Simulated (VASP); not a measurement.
# Cu (I4/mmm) in VASP: further runs

Aim: see how the results for Cu move with the level of theory and the settings. Levels: r2SCAN+U, LDA. Tasks: electron localisation function, relaxation of cell and atoms.

Everything below comes from runs of VASP 6.6.1. Logs are shortened: lines on timing, memory, paths and dates and some standing lists are left out, and cuts for length are marked.

### Step 1. The crystal as given

Symmetry: I4/mmm, No. 139, tetragonal system. Conventional cell: a = 2.886 Å, b = 2.886 Å, c = 2.752 Å, α = 90.00°, β = 90.00°, γ = 90.00°. Cu (site symmetry 4/mmm) has 10 Cu at 2.46 to 2.75 Å as nearest neighbours.

This isn't the form of Cu at room conditions, which is fcc.

### Step 2. Electron localisation function, r2SCAN+U

The input, INCAR:

```
ALGO     = Normal         # electronic algorithm
EDIFF    = 1E-6           # SCF threshold, eV
ENCUT    = 700            # plane-wave cutoff, eV
ISIF     = 2              # what is computed and relaxed
ISMEAR   = -1             # smearing method
ISYM     = 1            
LASPH    = T              # aspherical terms in the spheres
LCHARG   = T              # write CHGCAR
LDAU     = T              # DFT+U
LDAUJ    = 0            
LDAUL    = 2              # shell
LDAUPRINT= 1            
LDAUTYPE = 2            
LDAUU    = 6              # U, eV
LELF     = T              # ELF
LMAXMIX  = 4              # l up to which the mixer works
LMIXTAU  = T            
LREAL    = F              # projectors in reciprocal space
LWAVE    = F              # write WAVECAR
METAGGA  = R2SCAN         # meta-GGA
NELM     = 100            # most SCF steps
PREC     = Accurate       # precision mode
SIGMA    = 0.1            # smearing width, eV
```

The input, KPOINTS:

```
k-points
0
Gamma
  13 13 13
```

The input, POSCAR:

```
Cu
1.0
   -1.4427933200      1.4427933200      1.3760814500
    1.4427933200     -1.4427933200      1.3760814500
    1.4427933200      1.4427933200     -1.3760814500
Cu
1
Cartesian
    0.0000000000      0.0000000000      0.0000000000
```

Potentials or basis: VASP PAW PBE potentials, release 64 (Cu).

On the command line:

```sh
cat potpaw_PBE.64/Cu/POTCAR > POTCAR
mpirun -np 1 vasp_std > vasp.out
```

OUTCAR:

```text
EDIFF = 1E-6
   ENCUT = 700
   ISIF = 2
   ISMEAR = -1
   ISYM = 1
   LASPH = T
   LREAL = F
   METAGGA = R2SCAN
   NELM = 100
   PREC = Accurate

 ion  position               nearest neighbor table
   1  0.000  0.000  0.000-

  LATTYP: Found a body centered tetragonal cell.
 ALAT       =     2.8855866400
 C/A-ratio  =     0.9537620052

  Lattice vectors:

 A1 = (  -1.4427933200,   1.4427933200,   1.3760814500)
 A2 = (   1.4427933200,  -1.4427933200,   1.3760814500)
 A3 = (   1.4427933200,   1.4427933200,  -1.3760814500)

Analysis of symmetry for initial positions (statically):
=====================================================================
 Subroutine PRICEL returns:
 Original cell was already a primitive cell.

 Routine SETGRP: Setting up the symmetry group for a
 body centered tetragonal supercell.

 Subroutine GETGRP returns: Found 16 space group operations
 (whereof 16 operations were pure point group operations)
 out of a pool of 16 trial point group operations.

The static configuration has the point symmetry D_4h.

Analysis of symmetry for dynamics (positions and initial velocities):
=====================================================================
 Subroutine PRICEL returns:
 Original cell was already a primitive cell.

 Routine SETGRP: Setting up the symmetry group for a
 body centered tetragonal supercell.

 Subroutine GETGRP returns: Found 16 space group operations
 (whereof 16 operations were pure point group operations)
 out of a pool of 16 trial point group operations.

The dynamic configuration has the point symmetry D_4h.

 Subroutine INISYM returns: Found 16 space group operations
 (whereof 16 operations are pure point group operations),
 and found     1 'primitive' translations

[... 159 lines left out ...]

 number of electron      10.9999998 magnetization

 Free energy of the ion-electron system (eV)
  ---------------------------------------------------
  ext. energy  EPLUGINS =         0.00000000
  ---------------------------------------------------
  free energy    TOTEN  =       -10.84560698 eV

  energy without entropy =      -10.83741869  energy(sigma->0) =      -10.84151283

atom =   1  type =  1  l = 2

 onsite density matrix

spin component  1

  0.9390  0.0000  0.0000  0.0000  0.0000
  0.0000  0.9408 -0.0000  0.0000 -0.0000
  0.0000 -0.0000  0.9463 -0.0000 -0.0000
  0.0000  0.0000 -0.0000  0.9408  0.0000
  0.0000 -0.0000 -0.0000  0.0000  0.9491

spin component  2

  0.9390  0.0000  0.0000  0.0000  0.0000
  0.0000  0.9408 -0.0000  0.0000 -0.0000
  0.0000 -0.0000  0.9463 -0.0000 -0.0000
  0.0000  0.0000 -0.0000  0.9408  0.0000
  0.0000 -0.0000 -0.0000  0.0000  0.9491

 occupancies and eigenvectors

  o =  0.9390  v =  1.0000  0.0000  0.0000  0.0000  0.0000  0.0000  0.0000  0.0000  0.0000  0.0000      0.0000  0.0000  0.0000  0.0000  0.0000  0.0000  0.0000  0.0000  0.0000  0.0000
  o =  0.9390  v =  0.0000  0.0000  0.0000  0.0000  0.0000  1.0000  0.0000  0.0000  0.0000  0.0000      0.0000  0.0000  0.0000  0.0000  0.0000  0.0000  0.0000  0.0000  0.0000  0.0000
  o =  0.9408  v =  0.0000  0.4580 -0.0000 -0.8889  0.0000  0.0000  0.0000  0.0000  0.0000  0.0000      0.0000  0.0000  0.0000  0.0000  0.0000  0.0000  0.0000  0.0000  0.0000  0.0000
  o =  0.9408  v =  0.0000  0.0000  0.0000  0.0000  0.0000  0.0000  0.4580 -0.0000 -0.8889  0.0000      0.0000  0.0000  0.0000  0.0000  0.0000  0.0000  0.0000  0.0000  0.0000  0.0000
  o =  0.9408  v =  0.0000 -0.8889  0.0000 -0.4580 -0.0000  0.0000  0.0000  0.0000  0.0000  0.0000      0.0000  0.0000  0.0000  0.0000  0.0000  0.0000  0.0000  0.0000  0.0000  0.0000
  o =  0.9408  v =  0.0000  0.0000  0.0000  0.0000  0.0000  0.0000 -0.8889  0.0000 -0.4580 -0.0000      0.0000  0.0000  0.0000  0.0000  0.0000  0.0000  0.0000  0.0000  0.0000  0.0000
  o =  0.9463  v =  0.0000 -0.0000 -1.0000 -0.0000 -0.0000  0.0000  0.0000  0.0000  0.0000  0.0000      0.0000  0.0000  0.0000  0.0000  0.0000  0.0000  0.0000  0.0000  0.0000  0.0000
  o =  0.9463  v =  0.0000  0.0000  0.0000  0.0000  0.0000  0.0000 -0.0000 -1.0000 -0.0000 -0.0000      0.0000  0.0000  0.0000  0.0000  0.0000  0.0000  0.0000  0.0000  0.0000  0.0000
  o =  0.9491  v =  0.0000  0.0000  0.0000  0.0000  0.0000  0.0000 -0.0000 -0.0000 -0.0000  1.0000      0.0000  0.0000  0.0000  0.0000  0.0000  0.0000  0.0000  0.0000  0.0000  0.0000
  o =  0.9491  v =  0.0000 -0.0000 -0.0000 -0.0000  1.0000  0.0000  0.0000  0.0000  0.0000  0.0000      0.0000  0.0000  0.0000  0.0000  0.0000  0.0000  0.0000  0.0000  0.0000  0.0000

 number of electron      10.9999998 magnetization

 Free energy of the ion-electron system (eV)
  ---------------------------------------------------
  ext. energy  EPLUGINS =         0.00000000
  ---------------------------------------------------
  free energy    TOTEN  =        -8.91862786 eV

  energy without entropy =       -8.91238831  energy(sigma->0) =       -8.91550808

 E-fermi :   7.2928     XC(G=0): -13.6827

 val. band max:        7.1937263619   @ k =  -0.1538   0.4615   0.0769
 cond. band min:       7.3524731602   @ k =  -0.3077   0.3846   0.2308
 fundamental gap:      0.1587467983
 Fermi energy:         7.2928020784

------------------------ aborting loop because EDIFF is reached ----------------------------------------

  FORCE on cell =-STRESS in cart. coord.  units (eV):
  Direction    XX          YY          ZZ          XY          YZ          ZX
  --------------------------------------------------------------------------------------
  -------------------------------------------------------------------------------------
  Total       -0.1215585     -0.1215585     -0.1563887     -0.0000000     -0.0000000      0.0000000
  in kB      -16.9974434    -16.9974434    -21.8677220     -0.0000000     -0.0000000      0.0000000
  external PRESSURE =     -18.6208696 kB  Pullay stress =       0.0000000 kB

 VOLUME and BASIS-vectors are now :
 -----------------------------------------------------------------------------
  energy-cutoff  :      700.00
  volume of cell :       11.46
      direct lattice vectors                 reciprocal lattice vectors
    -1.442793320  1.442793320  1.376081450     0.000000000  0.346549983  0.363350585
     1.442793320 -1.442793320  1.376081450     0.346549983  0.000000000  0.363350585
     1.442793320  1.442793320 -1.376081450     0.346549983  0.346549983  0.000000000

 POSITION                                       TOTAL-FORCE (eV/Angst)
 -----------------------------------------------------------------------------------
      0.00000      0.00000      0.00000         0.000000      0.000000      0.000000
 -----------------------------------------------------------------------------------
    total drift:                                0.000000      0.000000      0.000000

  FREE ENERGIE OF THE ION-ELECTRON SYSTEM (eV)
  ---------------------------------------------------
  free  energy   TOTEN  =        -8.9186278554 eV

  energy  without entropy=       -8.9123883127  energy(sigma->0) =       -8.91550808
```

OSZICAR:

```text
N       E                     dE             d eps       ncg     rms          rms(c)
DAV:   1     0.392264636441E+02    0.39226E+02   -0.70869E+03  3584   0.269E+03
DAV:   2    -0.101062581951E+02   -0.49333E+02   -0.47089E+02  3552   0.229E+02
DAV:   3    -0.108390416288E+02   -0.73278E+00   -0.73179E+00  4050   0.410E+01
DAV:   4    -0.108455084258E+02   -0.64668E-02   -0.64656E-02  4052   0.354E+00
DAV:   5    -0.108456069816E+02   -0.98556E-04   -0.98554E-04  4027   0.372E-01    0.459E+00
DAV:   6    -0.910129732143E+01    0.17443E+01   -0.11547E+01  3793   0.910E+01    0.355E+00
DAV:   7    -0.892255636032E+01    0.17874E+00   -0.22814E+00  3793   0.390E+01    0.256E-01
DAV:   8    -0.892015249332E+01    0.24039E-02   -0.17218E-01  3961   0.105E+01    0.828E-01
DAV:   9    -0.891615527279E+01    0.39972E-02   -0.99416E-02  4410   0.794E+00    0.240E-02
DAV:  10    -0.891866645388E+01   -0.25112E-02   -0.31615E-03  3693   0.913E-01    0.998E-02
DAV:  11    -0.891861468029E+01    0.51774E-04   -0.69261E-04  4749   0.637E-01    0.180E-02
DAV:  12    -0.891860449339E+01    0.10187E-04   -0.10815E-04  3810   0.223E-01    0.437E-03
DAV:  13    -0.891862216108E+01   -0.17668E-04   -0.15457E-05  3782   0.569E-02    0.137E-03
DAV:  14    -0.891862806741E+01   -0.59063E-05   -0.35491E-06  3603   0.362E-02    0.157E-03
DAV:  15    -0.891862785540E+01    0.21201E-06   -0.33605E-07  1823   0.148E-02
   1 F= -.89186279E+01 E0= -.89155081E+01  d E =-.623954E-02
```

stdout:

```text
POSCAR found type information on POSCAR Cu
 POSCAR found :  1 types and       1 ions
 scaLAPACK will be used
 -----------------------------------------------------------------------------
|                                                                             |
|                                                                             |
|     You enforced a specific xc type in the INCAR file but a different       |
|     I HOPE YOU KNOW WHAT YOU ARE DOING!                                     |
|                                                                             |
 -----------------------------------------------------------------------------

 LDA part: xc-table for (None), standard interpolation
 POSCAR, INCAR and KPOINTS ok, starting setup
 FFT: planning ... GRIDC
 FFT: planning ... GRID_SOFT
 FFT: planning ... GRID
 WAVECAR not read
 entering main loop
```

It took 4.5 min on 1 thread of AMD EPYC 7R43 (Zen 3), shared host; peak memory 0.13 GiB.

What came out:

```
Free energy            : -8.9186 eV
Pressure               : -1.9 GPa
Band gap on the k mesh : none (metal or under the smearing width)
```

Eigenvalues of the final occupation matrices:
| site | spin | trace | eigenvalues |
| --- | --- | --- | --- |
| site 1 d | 1 | 4.72 | 0.94 0.94 0.94 0.95 0.95 |
| site 1 d | 2 | 4.72 | 0.94 0.94 0.94 0.95 0.95 |

Caveat: the PAW data sets were made with another functional, which shifts forces and pressure a little; U without spin polarisation on a metal has little footing; the U is typed as a test and isn't derived for this compound.

### Step 3. Relaxation of cell and atoms, LDA

The input, INCAR:

```
PREC     = Accurate       # precision mode
ENCUT    = 600            # plane-wave cutoff, eV
EDIFF    = 1E-7           # SCF threshold, eV
ISMEAR   = -1             # smearing method
SIGMA    = 0.05           # smearing width, eV
LREAL    = False          # projectors in reciprocal space
LASPH    = True           # aspherical terms in the spheres
NELM     = 80             # most SCF steps
ALGO     = Normal         # electronic algorithm
ISIF     = 3              # what is computed and relaxed
LWAVE    = False          # write WAVECAR
LCHARG   = False          # write CHGCAR
GGA      = CA             # functional
IBRION   = 2              # ionic algorithm
NSW      = 60             # ionic steps
EDIFFG   = -0.005         # ionic threshold
```

The input, KPOINTS:

```
Automatic mesh
0
Gamma
  12 12 12
```

Changes to POSCAR since step 2:

```diff
@@ -7,3 +7,3 @@
 1
-Cartesian
+Direct
     0.0000000000      0.0000000000      0.0000000000
```

Potentials or basis: VASP PAW LDA potentials, release 64 (Cu).

On the command line:

```sh
cat potpaw_LDA.64/Cu/POTCAR > POTCAR
mpirun -np 1 vasp_std > vasp.out
```

It took 64 s on 1 thread of Intel Xeon Platinum 8375C at 2.90GHz (Ice Lake), shared host; peak memory 0.14 GiB.

The run converged. Its results:

| Quantity | Value |
| --- | --- |
| Free energy | -4.6616 eV |
| Relaxed volume | 10.99 Å³/atom |
| Relaxed cell | a = 2.430 Å, b = 2.430 Å, c = 2.430 Å, α = 107.13°, β = 107.13°, γ = 114.26° |
| Space group after relaxing (to 0.05 Å) | I4/mmm (No. 139) |
| Energy gained by relaxing | 13.8 meV/atom |
| Ionic steps | 10 |
| Pressure after relaxing | 0.0 GPa |
| Band gap on the k mesh | none (metal or under the smearing width) |

The path:
```tsv
step	energy change (eV)	largest force (eV/Å)	pressure (GPa)	volume (Å³)
1	0.0000	0.0000	-7.02	11.46
2	-0.0057	0.0000	6.01	10.65
3	-0.0114	0.0000	0.12	10.97
4	-0.0120	0.0000	0.05	10.97
5	-0.0135	0.0000	0.33	10.96
6	-0.0120	0.0000	1.13	10.94
7	-0.0137	0.0000	0.49	10.96
8	-0.0137	0.0000	0.49	10.96
9	-0.0135	0.0000	-1.02	11.05
10	-0.0138	0.0000	0.01	10.99
```

Final structure:
```cif
data_structure
_symmetry_space_group_name_H-M 'P 1'
_symmetry_Int_Tables_number 1
_cell_length_a 2.4300
_cell_length_b 2.4300
_cell_length_c 2.4300
_cell_angle_alpha 107.129
_cell_angle_beta 107.129
_cell_angle_gamma 114.264
_cell_volume 10.99
loop_
_atom_site_label
_atom_site_type_symbol
_atom_site_fract_x
_atom_site_fract_y
_atom_site_fract_z
_atom_site_occupancy
Cu1 Cu 0.00000 0.00000 0.00000 1
```

Levels at points of the mesh, in eV from the Fermi level:
```tsv
k point	band 4	band 5	band 6	band 7	band 8	band 9
(0.00, 0.00, 0.00)	-3.26	-2.54	-2.09	24.70	24.70	27.40
(0.50, 0.00, 0.00)	-1.95	-1.47	-0.50	5.10	17.36	17.47
(0.50, 0.50, 0.00)	-2.26	-1.51	-1.23	4.05	19.81	20.30
(0.50, 0.50, 0.50)	-1.68	-1.58	7.30	7.30	10.96	13.34
```

### Step 4. The reference run

An earlier run on the cell as given: functional PBE; potentials or basis VASP PAW PBE potentials, release 64 (Cu); cutoff 520 eV; k mesh 13 × 13 × 13; occupations fermi-dirac, width 0.05 eV; no spin polarisation.

* Pressure: 7.9 GPa
* Band gap on the k mesh: none (metal or under the smearing width)

### Step 5. The runs side by side

```csv
task,level,potentials or basis,U,cell,k mesh,cutoff (eV),smearing,ladder,other keys,gap on the mesh (eV),pressure (GPa)
electron localisation function,r2SCAN+U,"VASP PAW PBE potentials, release 64 (Cu)",Cu d U = 6 eV,as given,13 × 13 × 13,700,fermi-dirac 0.1 eV,-,ISYM = 1; ENCUT = 700,none,-1.9
relaxation of cell and atoms,LDA,"VASP PAW LDA potentials, release 64 (Cu)",-,relaxed,12 × 12 × 12,600,fermi-dirac 0.05 eV,gaps,-,none,0.0
single point,PBE,"VASP PAW PBE potentials, release 64 (Cu)",-,as given,13 × 13 × 13,520,fermi-dirac 0.05 eV,-,-,none,7.9
```

Alike in all rows: no spin polarisation.

Caveats: the PAW data sets were made with another functional, which shifts forces and pressure a little (some runs); U without spin polarisation on a metal has little footing (some runs); the U is typed as a test and isn't derived for this compound (some runs).

Absolute energies hang on the potentials; compare differences alone.
